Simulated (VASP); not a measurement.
Data:

```
AlSb
1.0
    0.00000     3.07000     3.07000
    3.07000     0.00000     3.07000
    3.07000     3.07000     0.00000
Al Sb
1 1
Direct
  0.00000   0.00000   0.00000
  0.25000   0.25000   0.25000
```

Method: PBE GGA, VASP's PBE PAW potentials (set 64) (plane waves; VASP). Numerical set-up: 520 eV cut-off, 7×7×7 Γ-centred mesh, Gaussian smearing of 0.050 eV, potentials Al Sb.

Energy and stress use the plane-wave basis of the starting cell.

### Question
The ions, cell shape and volume are relaxed. Predict the relaxed structure.

### Answer

```
AlSb
1.0
    0.00000     3.11600     3.11600
    3.11600     0.00000     3.11600
    3.11600     3.11600     0.00000
Al Sb
1 1
Direct
  0.00000   0.00000   0.00000
  0.25000   0.25000   0.25000
```
Space group F-43m (216), at a tolerance of 0.03 Å.

### Question
How do energy and volume change from the first to the last step?

### Answer
The energy (σ→0) changes by -9.7 meV/atom and the volume by +4.6 %, in 3 ionic steps.

The compound is AlSb in the zinc blende structure. This run relaxes it. Symmetry was kept, so distortions that lower it aren't found.
